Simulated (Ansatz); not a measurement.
**Pt: which structure wins at one pressure**

Aim: bring Pt in several structures (fcc, bcc, hcp, diamond, sc, beta tin) to one pressure and rank them by enthalpy. The pressure is set by scaling the first phase. Methods of the runs shown: PAW.

Method: DFT, PBE, PAW with Ansatz's default frozen-core files, scalar-relativistic, in Ansatz 0.2.0.

## 1. The structure to begin with

It takes space group Fm-3m (No. 225, cubic). The conventional cell has a = 3.972 Å, b = 3.972 Å, c = 3.972 Å, α = 90.00°, β = 90.00°, γ = 90.00°. Pt (site symmetry m-3m) has 12 Pt at 2.81 Å as nearest neighbours.

Structure file:

```cif
data_structure
_symmetry_space_group_name_H-M 'P 1'
_symmetry_Int_Tables_number 1
_cell_length_a 2.8083
_cell_length_b 2.8083
_cell_length_c 2.8083
_cell_angle_alpha 60.000
_cell_angle_beta 60.000
_cell_angle_gamma 60.000
_cell_volume 15.66
loop_
_atom_site_label
_atom_site_type_symbol
_atom_site_fract_x
_atom_site_fract_y
_atom_site_fract_z
_atom_site_occupancy
Pt1 Pt 0.00000 0.00000 0.00000 1
```

## 2. Cell relaxed at zero pressure, PAW

Input file input.yaml:

```yaml
crystal:
  lattice:
    - [0.0, 1.9857740511, 1.9857740511]
    - [1.9857740511, 0.0, 1.9857740511]
    - [1.9857740511, 1.9857740511, 0.0]
  atoms:
    - { symbol: Pt, position: [0.0, 0.0, 0.0] }
kpoints:
  mp_grid: { grid: [17, 17, 17] }
scf:
  occupations: { method: fermi_dirac, width: 0.1 }
hamiltonian:
  xc: pbe
  pseudopotentials: { kind: paw }
output:
  forces: true
  stress: true
relax:
  f_tol: 0.005
  max_steps: 40
  cell: {}
```

Started as:

```sh
$ ansatz run input.yaml --threads 1 --pin off --max-ram 3584MiB --backend cpu --events-out ev --progress --plain --runs-dir out
```

The runs that follow: Volume scaled by 0.886, to set the pressure, PAW; Fcc relaxed under pressure, PAW; Bcc relaxed under pressure, PAW; Hcp relaxed under pressure, PAW; Diamond relaxed under pressure, PAW; Sc relaxed under pressure, PAW; Beta tin relaxed under pressure, PAW.

**Question.** What will these runs give? Wanted: pressure; lowest.

**Answer**, as computed:

```
    quantity                         value
    pressure                        41 GPa
lowest (PAW)  fcc, 79.8 meV/atom under hcp
```

**Reading.** By PAW the order is fcc < hcp < bcc < beta tin < sc < diamond. Only these structures were tried, with electrons smeared by 0.1 eV and without vibrations, so the true ground state may be another. The k meshes differ between phases and weren't tested, which can move differences by some meV. Spin-orbit coupling is left out, though the cell holds Pt; in elements this heavy it can shift bands and gaps by tenths of an eV.
